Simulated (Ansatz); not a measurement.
# Photoemission of C(111) with NH2 on 25 % of the top atoms and H on the rest, part 2 of 3

What would XPS and angle-resolved spectra of C(111) with NH2 on 25 % of the top atoms and H on the rest look like?

Ansatz 0.2.0; DFT, PBE, plane-wave PAW, default files, scalar-relativistic.

So far: The starting structure; Relaxation; Layer-resolved bands, DOS and potential.

## 3. Layer-resolved bands, DOS and potential (continued)

Peaks of A(k,E) at the labelled points: for each region the eleven nearest the zero at most, each over 6 % of that point's highest, less those above the energy where the solved bands run out; weight and spread sum the levels within three half widths or 0.3 eV, so near peaks share levels. Peaks of the spectral function, the first 40 of 123 rows:

| point | weight on | E (eV) | A (1/eV) | weight near the peak | rms spread of levels (eV) |
| --- | --- | --- | --- | --- | --- |
| K | total | -6.25 | 0.597 | 0.316 | 0.116 |
| K | total | -6.03 | 1.598 | 0.355 | 0.12 |
| K | total | -5.71 | 3.735 | 0.618 | 0.036 |
| K | total | -5.05 | 4.855 | 2.72 | 0.085 |
| K | total | -4.85 | 9.191 | 2.72 | 0.085 |
| K | total | -4.41 | 1.999 | 0.351 | 0.073 |
| K | total | -2.15 | 0.688 | 0.13 | 0.089 |
| K | total | -1.37 | 0.991 | 0.158 | 0 |
| K | total | 4.31 | 0.68 | 0.107 | 0 |
| K | total | 4.89 | 0.555 | 0.087 | 0.012 |
| K | total | 5.37 | 1.162 | 0.187 | 0 |
| K | top | -5.05 | 0.678 | 0.352 | 0.088 |
| K | top | -4.85 | 1.362 | 0.352 | 0.088 |
| K | top | -4.41 | 0.801 | 0.159 | 0.078 |
| K | top | -4.21 | 0.229 | 0.159 | 0.078 |
| K | top | -3.89 | 0.11 | 0.028 | 0.078 |
| K | top | -3.73 | 0.097 | 0.028 | 0.078 |
| K | top | -2.15 | 0.598 | 0.115 | 0.09 |
| K | top | -1.93 | 0.173 | 0.115 | 0.09 |
| K | top | -1.37 | 0.905 | 0.145 | 0 |
| K | top | 4.31 | 0.587 | 0.092 | 0 |
| K | top | 4.89 | 0.432 | 0.068 | 0.013 |
| K | middle | -6.03 | 0.517 | 0.105 | 0.107 |
| K | middle | -5.71 | 0.96 | 0.156 | 0.037 |
| K | middle | -5.05 | 2.457 | 1.304 | 0.082 |
| K | middle | -4.87 | 4.495 | 1.304 | 0.082 |
| K | middle | -4.41 | 0.67 | 0.112 | 0.075 |
| K | middle | 6.93 | 0.446 | 0.281 | 0.118 |
| K | bottom | -6.03 | 0.35 | 0.064 | 0.096 |
| K | bottom | -5.71 | 1.168 | 0.186 | 0.028 |
| K | bottom | -5.05 | 1.719 | 1.063 | 0.086 |
| K | bottom | -4.91 | 3.144 | 1.063 | 0.086 |
| K | bottom | -4.83 | 3.606 | 1.063 | 0.086 |
| K | bottom | -4.41 | 0.527 | 0.079 | 0.056 |
| K | bottom | 6.95 | 0.833 | 0.687 | 0.083 |
| Γ | total | -2.13 | 5.506 | 2.298 | 0.111 |
| Γ | total | -2.01 | 7.273 | 2.298 | 0.111 |
| Γ | total | -1.85 | 4.578 | 2.298 | 0.111 |
| Γ | total | -1.41 | 5.976 | 0.881 | 0 |
| Γ | total | -1.09 | 7.63 | 1.9 | 0.053 |

The DOS has structure finer than the step of the table below, so its rows give means over 2 eV, whole bins alone (the curve runs from -22.3 to 7.87 eV). Peaks (eV: height): total -10.9: 11.7, -6.0: 14.6, -4.8: 16.7, 6.5: 13.0; C 2p -6.0: 12.2, -4.8: 13.9, -3.5: 8.60, -2.9: 9.37; C 2s -15.4: 3.77, -14.6: 5.22, -13.5: 3.28, -10.9: 3.42; H 1s -4.9: 1.64, -4.4: 1.78, 4.9: 1.90, 5.8: 1.55; N 2p -8.6: 0.952, -8.1: 0.879, -1.7: 1.49, -1.3: 1.58.

Table of DOS by E, zero at the valence-band maximum; means over each step; values in states/eV/cell:

| E (eV) | total | C 2p | C 2s | H 1s | N 2p | N 2s |
| --- | --- | --- | --- | --- | --- | --- |
| -20 | 1.16 | 0.251 | 0.795 | 0.0512 | 0.00691 | 0.0482 |
| -18 | 3.02 | 0.913 | 1.52 | 0.199 | 0.0222 | 0.340 |
| -16 | 3.69 | 1.32 | 2.06 | 0.157 | 0.0133 | 0.115 |
| -14 | 4.04 | 1.59 | 2.20 | 0.162 | 0.0262 | 0.0416 |
| -12 | 4.02 | 2.30 | 1.41 | 0.217 | 0.0497 | 0.0157 |
| -10 | 5.01 | 3.13 | 1.47 | 0.270 | 0.105 | 0.00884 |
| -8 | 7.69 | 5.28 | 0.926 | 0.780 | 0.640 | 0.00690 |
| -6 | 8.72 | 7.12 | 0.557 | 0.676 | 0.328 | 0.0117 |
| -4 | 10.4 | 8.97 | 0.386 | 0.842 | 0.187 | 0.0129 |
| -2 | 6.52 | 5.23 | 0.129 | 0.342 | 0.724 | 0.0620 |
| 0 | 0.702 | 0.658 | 0.0112 | 0.00618 | 0.0204 | 0.00195 |
| 2 | 0.244 | 0.0229 | 0.00808 | 0.0648 | 0.00259 | 0.0147 |
| 4 | 3.36 | 0.364 | 0.197 | 0.737 | 0.0495 | 0.0700 |
| 6 | 9.16 | 2.67 | 1.31 | 0.931 | 0.110 | 0.0666 |

Sums over each group's atoms; a table of it gives point samples, which can step over narrow peaks. Table of DOS of the group by E, zero at the valence-band maximum; 7 of 14 lines; values in states/eV:

| E (eV) | other layers: C 2p | layer 1: C 2p | layer 2: C 2p | middle: C 2p | layer 3: C 2p | adsorbate: N 2p | other layers: C 2s |
| --- | --- | --- | --- | --- | --- | --- | --- |
| -21 | 1.3e-5 | 6.6e-6 | 3.9e-6 | 0 | 0 | 1.4e-6 | 5.8e-5 |
| -20 | 0.0862 | 0.0529 | 0.0529 | 0.0589 | 0.0579 | 0.00616 | 0.202 |
| -19 | 0.109 | 0.0840 | 0.113 | 0.124 | 0.156 | 0.0259 | 0.478 |
| -18 | 0.181 | 0.134 | 0.121 | 0.162 | 0.146 | 0.0152 | 0.412 |
| -17 | 0.320 | 0.171 | 0.161 | 0.250 | 0.238 | 0.00597 | 0.566 |
| -16 | 0.536 | 0.245 | 0.318 | 0.336 | 0.356 | 0.0112 | 0.837 |
| -15 | 0.289 | 0.151 | 0.141 | 0.127 | 0.133 | 0.00872 | 0.471 |
| -14 | 0.288 | 0.127 | 0.162 | 0.164 | 0.188 | 0.0188 | 0.442 |
| -13 | 0.453 | 0.0561 | 0.394 | 0.187 | 0.197 | 0.0364 | 0.487 |
| -12 | 0.527 | 0.343 | 0.333 | 0.213 | 0.221 | 0.0226 | 0.356 |
| -11 | 1.41 | 0.690 | 0.834 | 1.08 | 1.02 | 0.124 | 0.754 |
| -10 | 1.49 | 0.716 | 0.687 | 0.718 | 0.670 | 0.143 | 0.875 |
| -9 | 0.924 | 0.538 | 0.462 | 0.574 | 0.552 | 0.153 | 0.503 |
| -8 | 2.11 | 1.28 | 0.758 | 0.964 | 1.05 | 0.776 | 0.425 |
| -7 | 2.23 | 1.02 | 0.814 | 0.920 | 0.873 | 0.585 | 0.204 |
| -6 | 3.74 | 2.12 | 1.86 | 1.60 | 1.62 | 0.396 | 0.251 |
| -5 | 3.85 | 1.99 | 1.89 | 1.34 | 1.51 | 0.314 | 0.209 |
| -4 | 2.75 | 1.43 | 1.41 | 1.37 | 1.28 | 0.117 | 0.107 |
| -3 | 2.64 | 1.14 | 1.27 | 1.34 | 1.33 | 0.188 | 0.0465 |
| -2 | 1.67 | 0.632 | 0.941 | 0.895 | 0.868 | 0.932 | 0.0424 |
| -1 | 0.589 | 0.303 | 0.273 | 0.316 | 0.327 | 0.175 | 0.0102 |
| 0 | 0.142 | 0.0641 | 0.0350 | 0.0846 | 0.0912 | 0.00312 | 3.3e-6 |
| 1 | 0 | 0 | 0 | 0 | 0 | 0 | 0 |
| 2 | 0 | 0 | 0 | 0 | 0 | 0 | 0 |
| 3 | 0.0761 | 0.0657 | 0.0124 | 0.0288 | 0.00967 | 0.0188 | 0.0302 |
| 4 | 0.205 | 0.124 | 0.0168 | 0.0381 | 0.0329 | 0.0858 | 0.118 |
| 5 | 0.429 | 0.224 | 0.0806 | 0.0912 | 0.111 | 0.0835 | 0.301 |
| 6 | 0.720 | 0.489 | 0.356 | 0.445 | 0.461 | 0.118 | 0.473 |
| 7 | 1.87 | 0.835 | 0.857 | 0.759 | 0.793 | 0.200 | 0.528 |

This run's widths, added to any smearing of the DOS itself: Gaussian 0.45 eV, Lorentzian 0.1 eV plus 0.03 an eV of depth. Table of intensity by binding energy, zero at the valence-band maximum; values in % of the maximum within 13 eV:

| binding energy (eV) | 21.2 eV | 40.8 eV | 150 eV | 1486.7 eV | 8047.8 eV |
| --- | --- | --- | --- | --- | --- |
| -1 | 1.01 | 1.00 | 1.16 | 0.945 | 0.759 |
| 0 | 5.38 | 3.93 | 4.45 | 2.53 | 1.43 |
| 1 | 33.3 | 40.3 | 41.2 | 17.8 | 9.92 |
| 2 | 69.8 | 85.4 | 87.3 | 38.5 | 21.8 |
| 3 | 68.5 | 47.5 | 52.9 | 30.0 | 16.9 |
| 4 | 76.2 | 50.2 | 55.7 | 36.5 | 23.5 |
| 5 | 92.9 | 67.3 | 74.1 | 54.8 | 40.3 |
| 6 | 88.4 | 69.4 | 75.6 | 56.1 | 42.5 |
| 7 | 69.4 | 68.9 | 72.2 | 54.0 | 43.5 |
| 8 | 76.6 | 80.7 | 86.6 | 72.4 | 62.0 |
| 9 | 36.2 | 36.0 | 45.0 | 55.0 | 52.3 |
| 10 | 31.8 | 27.1 | 45.4 | 81.0 | 81.4 |
| 11 | 30.0 | 29.3 | 53.0 | 99.1 | 99.1 |
| 12 | - | 17.7 | 35.9 | 71.6 | 72.3 |
| 13 | - | 14.3 | 36.0 | 83.8 | 86.8 |
| 14 | - | 14.6 | 41.7 | 102 | 106 |
| 15 | - | 15.9 | 49.0 | 120 | 125 |
| 16 | - | 16.4 | 53.6 | 128 | 131 |
| 17 | - | 14.7 | 49.5 | 107 | 108 |
| 18 | - | 18.2 | 62.9 | 119 | 115 |
| 19 | - | 15.1 | 52.8 | 102 | 98.6 |
| 20 | - | 5.76 | 21.0 | 50.1 | 50.5 |
| 21 | - | 1.79 | 6.30 | 14.9 | 15.1 |
| 22 | - | 0.779 | 2.48 | 5.37 | 5.36 |

Maxima picked by a test of local sharpness, so broad peaks and shoulders can be missing; peaks within 0.45 eV of a curve's cut are left out. Valence peaks, by row, the first 40 of 51 rows:

| photon energy (eV) | binding energy (eV) | height (% of the maximum within 13 eV) | main shell | its share (%) |
| --- | --- | --- | --- | --- |
| 21.2 | 10.3 | 35.73 | C 2p | 73.03 |
| 21.2 | 7.501 | 78.58 | C 2p | 61.69 |
| 21.2 | 5.951 | 88.94 | C 2p | 78.15 |
| 21.2 | 4.751 | 100 | C 2p | 79.79 |
| 21.2 | 2.901 | 68.81 | C 2p | 83.67 |
| 21.2 | 1.751 | 72.09 | C 2p | 48.21 |
| 40.8 | 18.6 | 17.78 | N 2s | 40.96 |
| 40.8 | 17.7 | 19.41 | N 2s | 41.91 |
| 40.8 | 15.6 | 17.06 | C 2p | 35.12 |
| 40.8 | 14.55 | 18.38 | C 2p | 38.62 |
| 40.8 | 13.5 | 14.94 | C 2p | 39.61 |
| 40.8 | 10.85 | 30.17 | C 2p | 48.93 |
| 40.8 | 10.3 | 30.46 | C 2p | 44.81 |
| 40.8 | 7.901 | 81.1 | N 2p | 57.5 |
| 40.8 | 6.001 | 69.59 | C 2p | 52.32 |
| 40.8 | 4.801 | 70.9 | C 2p | 58.56 |
| 40.8 | 1.601 | 100 | N 2p | 78.18 |
| 150 | 18.6 | 61.64 | N 2s | 56.69 |
| 150 | 17.7 | 66.83 | N 2s | 58.39 |
| 150 | 15.7 | 54.55 | C 2s | 59.7 |
| 150 | 14.55 | 54.97 | C 2s | 65.51 |
| 150 | 13.55 | 40.74 | C 2s | 66.67 |
| 150 | 10.9 | 53.82 | C 2s | 49.15 |
| 150 | 10.3 | 51.4 | C 2s | 47.06 |
| 150 | 7.901 | 86.86 | N 2p | 45.91 |
| 150 | 6.001 | 75.91 | C 2p | 53.83 |
| 150 | 4.801 | 77.52 | C 2p | 60.36 |
| 150 | 1.601 | 100 | N 2p | 66.85 |
| 1487 | 18.55 | 116 | C 2s | 56.3 |
| 1487 | 17.65 | 127.5 | C 2s | 56.1 |
| 1487 | 15.7 | 131.4 | C 2s | 83.38 |
| 1487 | 14.6 | 136 | C 2s | 88.48 |
| 1487 | 13.6 | 99.79 | C 2s | 90.52 |
| 1487 | 10.9 | 100 | C 2s | 87.82 |
| 1487 | 9.051 | 55.39 | C 2s | 83.86 |
| 1487 | 8.051 | 72.69 | C 2s | 72.79 |
| 1487 | 5.951 | 56.51 | C 2s | 59.29 |
| 1487 | 4.851 | 57.1 | C 2s | 55.7 |
| 1487 | 1.701 | 41.39 | N 2s | 37.04 |
| 8048 | 18.55 | 111.2 | C 2s | 62.7 |

The planar mean, electrostatic potential oscillates, so the rows of the table below give means over windows of 1 Å about each position, cut where the curve ends. Its maxima inside the range that stand out by 2 % of the span (Å: eV): 7.4: -0.117, 9.4: -1.03, 11.4: -1.15, 13.6: -0.596. Its minima: 7.1: -1.24, 8.4: -19.9, 10.4: -20.1, 12.4: -20.3, 14.0: -2.42.

From the valence-band maximum. Table of planar mean, electrostatic potential by z; means over each step:

| z (Å) | planar mean, electrostatic potential (eV) |
| --- | --- |
| 0 | 3.70 |
| 1 | 3.68 |
| 2 | 3.68 |
| 3 | 3.68 |
| 4 | 3.68 |
| 5 | 3.66 |
| 6 | 3.28 |
| 7 | -0.109 |
| 8 | -13.0 |
| 9 | -8.54 |
| 10 | -12.3 |
| 11 | -9.71 |
| 12 | -11.3 |
| 13 | -10.4 |
| 14 | -1.72 |
| 15 | 1.64 |
| 16 | 3.68 |
| 17 | 3.74 |
| 18 | 3.75 |
| 19 | 3.75 |
| 20 | 3.75 |
| 21 | 3.73 |

The intensity has structure finer than the step of the table below, so its rows give means over 1 eV, whole bins alone (the curve runs from -22.3 to 1.47 eV). Peaks (eV: height): N K -8.0: 59.8, -1.6: 99.9; N K, E along x -7.2: 116; N K, E along y -1.7: 265; N K, E along z -8.0: 71.4, -6.4: 45.2, -4.9: 43.8, -1.4: 38.2; C K -10.9: 38.2, -5.9: 86.2, -4.8: 99.8.

Shapes are the site's partial DOS without matrix elements, which overweights lines from ligand s bands. The intensity by emission energy less the core level's binding energy, zero at the valence-band maximum; means over each step; 7 of 8 lines; values in % of the unpolarised maximum:

| emission energy less the core level's binding energy (eV) | N K | N K, E along x | N K, E along y | N K, E along z | C K | C K, E along x | C K, E along y |
| --- | --- | --- | --- | --- | --- | --- | --- |
| -21 | 0.278 | 0.124 | 0.221 | 0.490 | 0.930 | 0.926 | 0.926 |
| -20 | 0.736 | 0.166 | 0.596 | 1.45 | 2.76 | 2.92 | 2.92 |
| -19 | 1.88 | 0.232 | 2.12 | 3.30 | 5.77 | 5.89 | 5.89 |
| -18 | 1.89 | 0.368 | 3.28 | 2.01 | 8.24 | 8.25 | 8.21 |
| -17 | 1.30 | 0.527 | 2.43 | 0.935 | 10.3 | 10.8 | 10.8 |
| -16 | 1.48 | 0.803 | 2.05 | 1.60 | 13.4 | 14.2 | 14.2 |
| -15 | 2.10 | 1.10 | 1.92 | 3.28 | 14.9 | 16.3 | 16.3 |
| -14 | 2.71 | 1.34 | 1.70 | 5.10 | 14.5 | 16.4 | 16.3 |
| -13 | 3.37 | 1.55 | 1.48 | 7.08 | 14.5 | 17.1 | 16.9 |
| -12 | 4.55 | 3.26 | 1.86 | 8.54 | 22.0 | 24.6 | 24.2 |
| -11 | 9.30 | 7.65 | 3.44 | 16.8 | 34.5 | 31.3 | 31.3 |
| -10 | 10.9 | 10.6 | 3.32 | 18.8 | 27.9 | 26.3 | 26.6 |
| -9 | 25.9 | 52.9 | 4.98 | 19.7 | 27.7 | 28.8 | 27.8 |
| -8 | 57.3 | 97.2 | 12.9 | 61.6 | 53.0 | 46.0 | 47.4 |
| -7 | 47.8 | 90.9 | 10.6 | 42.1 | 54.3 | 51.8 | 52.3 |
| -6 | 31.6 | 42.7 | 13.6 | 38.6 | 75.2 | 73.9 | 75.2 |
| -5 | 24.0 | 18.7 | 17.0 | 36.4 | 86.8 | 79.9 | 79.6 |
| -4 | 15.5 | 11.4 | 21.8 | 13.4 | 80.5 | 80.5 | 80.1 |
| -3 | 21.2 | 4.37 | 48.6 | 10.6 | 71.8 | 74.3 | 72.1 |
| -2 | 74.1 | 2.22 | 197 | 22.8 | 49.3 | 48.6 | 47.6 |
| -1 | 44.4 | 1.16 | 115 | 16.8 | 24.4 | 26.6 | 28.6 |
| 0 | 2.41 | 0.404 | 5.80 | 1.03 | 5.79 | 7.71 | 8.08 |

Table of broadened DOS, unweighted empty DOS by E, zero at the valence-band maximum; read off at these points:

E (eV), broadened DOS, unweighted empty DOS (states/eV/cell) and a bar:
```
    -0.93        0.0 
    -0.63        0.0 
    -0.33        0.0 
    -0.13        0.0 
    -0.03        0.0 
     0.17        0.0 
     0.47        0.0 
     0.77        0.0 
     1.07        0.0 
     1.37        0.0 
     1.57        0.0 
     1.87        0.0 
     2.17        0.0 
     2.47        0.2 #
     2.77        1.1 ##
     3.07        2.0 #####
     3.27        2.5 ######
     3.57        2.4 ######
     3.87        3.0 #######
     4.17        3.3 ########
     4.47        3.1 #######
     4.77        5.2 ############
     4.97        5.7 #############
     5.27        5.6 #############
     5.57        7.8 ##################
     5.87        9.1 #####################
     6.17       10.1 #######################
     6.47       11.8 ###########################
     6.67       12.1 ############################
     6.97       12.5 #############################
     7.27       13.1 ##############################
```

The spectra weight each projected shell by its atomic cross section (Dirac–Hartree–Slater) and angular factor, for unpolarised light with the analyser at 45° from the beam. Broadening, on top of any smearing of the DOS itself: a Gaussian of 0.45 eV and a Lorentzian of 0.1 eV plus 0.03 times the binding energy (full widths), Fermi edge at 77 K. Each atom is damped by exp[−depth/(λ cos θ)], θ = 75° from the normal, λ from the universal curve. Curves are cut 10 eV under the photon energy, above any shell that the free atom's threshold puts out of reach, or at the lower edge of the window: 11.2 eV at 21.2 eV, 22.4 eV at 40.8 eV, 22.4 eV at 150 eV, 22.4 eV at 1486.7 eV and 22.4 eV at 8047.8 eV. Dipole terms alone, which is rough above 3 keV; no background, satellites or final-state effects.

How the area divides among the shells (%):

| shell | 21.2 eV | 40.8 eV | 150 eV | 1486.7 eV | 8047.8 eV |
| --- | --- | --- | --- | --- | --- |
| N 2s | 0.0 | 4.6 | 14.6 | 15.0 | 13.4 |
| N 2p | 18.9 | 40.9 | 23.4 | 2.9 | 0.5 |
| H 1s | 8.3 | 7.7 | 2.1 | 0.3 | 0.1 |
| C 2s | 1.6 | 7.5 | 29.7 | 72.5 | 83.8 |
| C 2p | 71.2 | 39.4 | 30.1 | 9.3 | 2.1 |

Regions along c: top from 12.4 to 18.6 Å, middle from 9.2 to 12.4 Å, bottom from 3.0 to 9.2 Å. The top region's edge passes close to a layer, so the weights are only a guide.

States with weight above 0.08 nearest the zero at K of the zone, within the window kept, -6.6 to 7.1 eV (levels that the program groups as degenerate share a row):

| E (eV) | weight, total | weight, top | weight, middle | weight, bottom |
| --- | --- | --- | --- | --- |
| -4.93 | 0.21 | 0.02 | 0.09 | 0.09 |
| -4.93 | 0.56 | 0.03 | 0.28 | 0.24 |
| -4.89 | 0.17 | 0.03 | 0.11 | 0.03 |
| -4.85 | 0.62 | 0.13 | 0.39 | 0.10 |
| -4.82 | 0.58 | 0.05 | 0.13 | 0.40 |
| -4.41 | 0.28 | 0.12 | 0.09 | 0.07 |
| -2.16 | 0.11 | 0.09 | 0.01 | 0.00 |
| -1.36 | 0.16 | 0.14 | 0.01 | 0.00 |
| 4.32 | 0.11 | 0.09 | 0.01 | 0.00 |
| 4.88 | 0.08 | 0.07 | 0.02 | 0.00 |

States with weight above 0.08 nearest the zero at Γ of the zone, within the window kept, -6.6 to 7.1 eV (levels that the program groups as degenerate share a row):

| E (eV) | weight, total | weight, top | weight, middle | weight, bottom |
| --- | --- | --- | --- | --- |
| -2.13 | 0.68 | 0.19 | 0.41 | 0.07 |
| -2.02 | 1.00 | 0.13 | 0.70 | 0.17 |
| -1.84 | 0.62 | 0.08 | 0.37 | 0.18 |
| -1.41 | 0.88 | 0.19 | 0.41 | 0.28 |
| -1.09 | 1.00 | 0.27 | 0.27 | 0.45 |
| -0.99 | 0.90 | 0.23 | 0.24 | 0.43 |
| -0.03 | 1.00 | 0.14 | 0.50 | 0.36 |
| 0.00 | 0.98 | 0.16 | 0.50 | 0.33 |
| 2.69 | 0.83 | 0.68 | 0.02 | 0.10 |
| 2.90 | 0.99 | 0.09 | 0.04 | 0.74 |

States with weight above 0.08 nearest the zero at M of the zone, within the window kept, -6.6 to 7.1 eV (levels that the program groups as degenerate share a row):

| E (eV) | weight, total | weight, top | weight, middle | weight, bottom |
| --- | --- | --- | --- | --- |
| -4.32 | 0.48 | 0.14 | 0.12 | 0.22 |
| -4.27 | 0.32 | 0.09 | 0.08 | 0.15 |
| -4.20 | 0.19 | 0.06 | 0.05 | 0.09 |
| -3.44 | 0.47 | 0.06 | 0.22 | 0.19 |
| -3.08 | 0.48 | 0.10 | 0.24 | 0.13 |
| -2.99 | 0.46 | 0.07 | 0.23 | 0.15 |
| -2.96 | 0.33 | 0.05 | 0.17 | 0.11 |
| -2.93 | 0.19 | 0.03 | 0.10 | 0.06 |
| -2.13 | 0.10 | 0.06 | 0.03 | 0.01 |
| -1.84 | 0.11 | 0.08 | 0.02 | 0.00 |

The largest force component on a free atom is 0.011 eV/Å, so the atoms are at rest for these settings too.

[end of part 2 of 3]

[Logs are printed without paths, hosts, clocks, repeated set-up lines and the standing remarks that a program may print on its own settings, such as how far it seeks lower states.]

[Hosts, paths, dates, database ids (printed as entryN), source tags and the programs' standing remarks are cut or masked in the printed files.]

[Maps of the electrostatic potential energy from Ansatz leave out the sawtooth potential of an applied field or a dipole correction, so their vacuum need not be flat; work functions include it.]
